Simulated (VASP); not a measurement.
Here is a VASP 6.6.1 calculation.

Contents of INCAR:

```
  PREC = Accurate
  ENCUT = 600
  EDIFF = 1E-6
  ISMEAR = 0
  SIGMA = 0.1
  LREAL = F
  LASPH = T
  NELM = 100
  ALGO = Fast
  ISIF = 3
  LWAVE = F
  LCHARG = F
  GGA = PE
  IBRION = 2
  NSW = 90
  EDIFFG = -0.04
```

File KPOINTS:

```
Automatic mesh
0
Gamma
  4 4 4
```

POSCAR

```
Hf
1.0
   -2.6403598083      3.1010187636      3.1139877765
    2.6403598083     -3.1010187636      3.1139877765
    2.6403598083      3.1010187636     -3.1139877765
Hf
4
Direct
    0.6666700000      0.6835800000      0.3502500000
    0.3333300000      0.6835800000      0.0169100000
    0.3333300000      0.3164200000      0.6497500000
    0.6666700000      0.3164200000      0.9830900000
```

Potentials or basis: VASP PAW PBE potentials, release 64 (Hf_pv).

Command:

```sh
$ cat potpaw_PBE.64/Hf_pv/POTCAR > POTCAR
$ mpirun -np 1 vasp_std > vasp.out
```

Q: Predict the space group after relaxing (to 0.05 Å).

A: Pm-3m (No. 221).

Q: What does it give for the relaxed cell?

A: a = 5.066 Å, b = 5.066 Å, c = 5.066 Å, α = 109.72°, β = 109.38°, γ = 109.32°.

Q: Estimate the relaxed volume.

A: 25.02 Å³/atom.

Final structure:
```
CELL_PARAMETERS angstrom
-2.91591 2.92813 2.93029
2.91591 -2.92813 2.93029
2.91591 2.92813 -2.93029
ATOMIC_POSITIONS crystal
Hf 0.75019 0.74998 0.50017
Hf 0.24981 0.74998 0.99979
Hf 0.24981 0.25002 0.49983
Hf 0.75019 0.25002 0.00021
```

Caveat: the k mesh is coarse (spacing up to 0.39 Å⁻¹), so the values aren't converged; the bands computed are all filled at some k points, so no gap is given. Spin-orbit coupling is left out, which matters for the levels of Hf.
